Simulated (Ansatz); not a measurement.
**Trial inputs on Hg**

The reference input for Ansatz (plane-wave DFT with PAW):

```yaml
crystal:
  lattice:
    - [0.0, 2.3919113801, 2.3919113801]
    - [2.3919113801, 0.0, 2.3919113801]
    - [2.3919113801, 2.3919113801, 0.0]
  atoms:
    - { symbol: Hg, position: [0.0, 0.0, 0.0] }
basis:
  ecutwfc: 420
kpoints:
  mp_grid: { grid: [8, 8, 8] }
hamiltonian:
  xc: pbe
scf:
  occupations: { method: gaussian, width: 0.1 }
output:
  forces: true
  stress: true
  eigenvalues: true
```

Command:

```bash
ansatz run input.yaml --threads 1 --pin off --max-ram 1331MiB --backend cpu --events-out ev --progress --plain --runs-dir out
```

The run converges in 6 SCF iterations on 29 irreducible k-points: pressure 1.78 GPa, no gap.

The inputs are trials, many of them unsound on purpose. Their numbers show the effect of the settings and aren't properties of the material. Each trial's input is given as a difference from the reference's; energies are extrapolated to zero smearing where there is one, and pressure is positive in compression. Charged cells sit in a uniform background, and their pressures hang on that convention.

Question: Trial 1:

```diff
 kpoints:
-  mp_grid: { grid: [8, 8, 8] }
+  mp_grid: { kspacing: 1.0 }
```

What does the program give?

Answer: The run converges in 6 SCF iterations on 4 irreducible k-points: energy 158 meV per atom below the reference, pressure -0.07 GPa, gap on the sampled k-points 3.88 eV (the reference is a metal, so it comes from the sampling or the changed settings).

Question: Trial 2 (the one atom moved, which only shifts the crystal as a whole):

```diff
 crystal:
   atoms:
-    - { symbol: Hg, position: [0.0, 0.0, 0.0] }
+    - { symbol: Hg, position: [-0.0104518922, 0.0104518922, 0.0104518922] }
+total_charge: -2
 basis:
-  ecutwfc: 420
+  ecutwfc: "16 Ha"
 kpoints:
-  mp_grid: { grid: [8, 8, 8] }
+  mp_grid: { grid: [2, 2, 2], shift: [0.13, 0.9, 0.58] }
 hamiltonian:
-  xc: pbe
+  xc: pw92
+  hubbard: { sites: [{ species: Hg, l: d, u_eff: 3.3 }] }
+  dispersion: d3bj
+relax:
+  adjacent_minimum: "off"
+  f_tol: 0.003
+  max_steps: 10
```

What happens?

Answer: The relaxation ends after 1 step and 9 SCF iterations, 0.00 meV per atom in free energy under its start, at 27.37 Å³/atom: pressure 21.51 GPa (with the neutralising background of the charged cell), no gap. It warns that the dispersion damping is borrowed from another functional; that the count of filled bands differs between k-points; that the SCF threshold is loose for the stress; that the mesh lowers the symmetry. Under a U the state reached may not be the lowest.

Question: Trial 3:

```diff
 hamiltonian:
-  xc: pbe
+  xc: pbesol
```

What does the program give?

Answer: The run converges in 6 SCF iterations on 29 irreducible k-points: pressure -1.95 GPa, no gap.

Question: Trial 4:

```diff
 basis:
-  ecutwfc: 420
+  ecutwfc: "48 Ry"
```

What does the program give?

Answer: The run converges in 6 SCF iterations on 29 irreducible k-points: energy 2.13 meV per atom below the reference, pressure 1.78 GPa, no gap.

Question: Trial 5 (the one atom moved, which only shifts the crystal as a whole):

```diff
 crystal:
   atoms:
-    - { symbol: Hg, position: [0.0, 0.0, 0.0] }
+    - { symbol: Hg, position: [0.0053031892, -0.1360393738, 0.1074154157] }
 basis:
-  ecutwfc: 420
+  ecutwfc: "13 Ha"
 kpoints:
-  mp_grid: { grid: [8, 8, 8] }
+  mp_grid: { grid: [4, 4, 4] }
 hamiltonian:
+  dispersion: none
 scf:
-  occupations: { method: gaussian, width: 0.1 }
+  occupations: { method: fermi_dirac, width: 0.0069 }
+  max_iter: 80
+  convergence: { dr2_threshold: "1e-7 eV" }
```

What happens?

Answer: The run converges in 6 SCF iterations on 8 irreducible k-points: pressure -0.91 GPa, no gap. It warns that the cutoff lies under the recommended one, 420 eV for these potentials; that the SCF threshold is loose for the stress.

Question: Trial 6:

```diff
 basis:
-  ecutwfc: 420
+  ecutwfc: 440
 kpoints:
-  mp_grid: { grid: [8, 8, 8] }
+  mp_grid: { grid: [6, 6, 6] }
 hamiltonian:
+  dispersion: d3bj
```

What happens?

Answer: The run converges in 6 SCF iterations on 16 irreducible k-points: pressure -0.88 GPa, no gap.

Question: Trial 7:

```diff
 crystal:
+  symmetry: { detect: false }
 basis:
-  ecutwfc: 420
+  ecutwfc: "44 Ry"
 scf:
+  max_iter: 100
```

How does this run end?

Answer: The run converges in 6 SCF iterations on 260 irreducible k-points: energy 2.06 meV per atom below the reference, pressure 1.78 GPa, no gap.

Question: Trial 8:

```diff
 hamiltonian:
+  hubbard: { sites: [{ species: Hg, l: d, u_eff: 3.0 }] }
+  dispersion: d4
 scf:
-  occupations: { method: gaussian, width: 0.1 }
+  occupations: { method: fixed }
+  max_iter: 62
```

How does this run end?

Answer: The run converges in 6 SCF iterations on 29 irreducible k-points: pressure 0.80 GPa, no gap. It warns that bands overlap at the filling; that the bands looked metallic on the way.

Question: Trial 9 (the one atom moved, which only shifts the crystal as a whole):

```diff
 crystal:
   atoms:
-    - { symbol: Hg, position: [0.0, 0.0, 0.0] }
+    - { symbol: Hg, position: [0.0893397076, 0.0152411534, 0.0658930538] }
 basis:
-  ecutwfc: 420
+  ecutwfc: 350
+  xc_grid: 2
 kpoints:
-  mp_grid: { grid: [8, 8, 8] }
+  mp_grid: { kspacing: 0.4 }
```

What happens?

Answer: The run converges in 6 SCF iterations on 16 irreducible k-points: energy 5.08 meV per atom below the reference, pressure 1.32 GPa, no gap. It warns that the cutoff lies under the recommended one, 420 eV for these potentials.

Question: Trial 10:

```diff
+total_charge: 0.5
 basis:
-  ecutwfc: 420
+  ecutwfc: "14 Ha"
+  precision: f64
 scf:
-  occupations: { method: gaussian, width: 0.1 }
+  occupations: { method: fermi_dirac, width: 0.023 }
+  max_iter: 300
+magnetization:
+  spin_polarized: true
+  initial_magnetization: 3.0
+  spin_locking: { lock_magnetization: hard }
```

How does this run end?

Answer: The run converges in 8 SCF iterations on 29 irreducible k-points: pressure 14.65 GPa (with the neutralising background of the charged cell), no gap, cell moment 3.00 μB. It warns that the cutoff lies under the recommended one, 420 eV for these potentials; that the SCF threshold is loose for the stress.